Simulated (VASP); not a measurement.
## Zn: relaxation of the atoms with BEEF-vdW

The system is Zn.

```xyz
1
Lattice="2.6432 0.0000 0.0000 -0.8811 2.4920 0.0000 -0.8811 -1.2460 2.1581" Properties=species:S:1:pos:R:3 pbc="T T T"
Zn    0.0000    0.0000    0.0000
```

This isn't the form of Zn at room conditions, which is hcp.

The cell isn't the ideal one: volume scaled by 0.92.

```yaml
Program: VASP 6.6.1
Task: relaxation of the atoms
Functional: BEEF-vdW
Potentials_or_basis: VASP PAW PBE potentials, release 64 (Zn)
Cutoff: 520 eV
k_mesh: 12 × 12 × 12
Occupations: fermi-dirac, width 0.1 eV
Spin: collinear spin, random start
Starting_moments: "[-0.24] μB"
Optimiser: BFGS
Further_INCAR_settings: ALGO = Fast; EDIFF = 1.00e-05; ISYM = 1
```

```json
{
 "Pressure after relaxing": "8.2 GPa",
 "Band gap on the k mesh": "none (metal or under the smearing width)",
 "Net moment": "0.00 μB per cell",
 "Valence electrons inside the program's atomic spheres": "Zn 10.81"
}
```

Final structure:
```xyz
1
Lattice="2.6432 0.0000 0.0000 -0.8811 2.4920 0.0000 -0.8811 -1.2460 2.1581" Properties=species:S:1:pos:R:3 pbc="T T T"
Zn    0.0000    0.0000    0.0000
```

Levels at points of the mesh, in eV from the Fermi level:
Spin up:
| k point | band 4 | band 5 | band 6 | band 7 | band 8 | band 9 |
| --- | --- | --- | --- | --- | --- | --- |
| (0.00, 0.00, 0.00) | -8.29 | -7.73 | -7.73 | 20.33 | 20.33 | 20.33 |
| (0.50, 0.00, 0.00) | -7.70 | -7.35 | -2.98 | -0.93 | 11.97 | 13.25 |
| (0.50, 0.50, 0.50) | -7.44 | -7.44 | 4.34 | 4.34 | 4.34 | 8.37 |
Spin down:
| k point | band 2 | band 3 | band 4 | band 5 | band 6 | band 7 | band 8 | band 9 | band 10 |
| --- | --- | --- | --- | --- | --- | --- | --- | --- | --- |
| (0.00, 0.00, 0.00) | -8.29 | -8.29 | -8.29 | -7.73 | -7.73 | 20.33 | 20.33 | 20.33 | 21.50 |
| (0.50, 0.00, 0.00) | -8.63 | -7.76 | -7.70 | -7.36 | -2.98 | -0.93 | 11.97 | 13.25 | 15.97 |
| (0.50, 0.50, 0.50) | -8.92 | -7.44 | -7.44 | -7.44 | 4.34 | 4.34 | 4.34 | 8.37 | 8.82 |

It took 34 s on 1 thread of Intel(R) Xeon(R) Platinum 8375C CPU @ 2.90GHz (Ice Lake) (shared host), peak memory 0.24 GiB.

Caveat: the relaxation stopped at its first step, so nothing moved; the PAW data sets were made with another functional, which shifts forces and pressure a little.
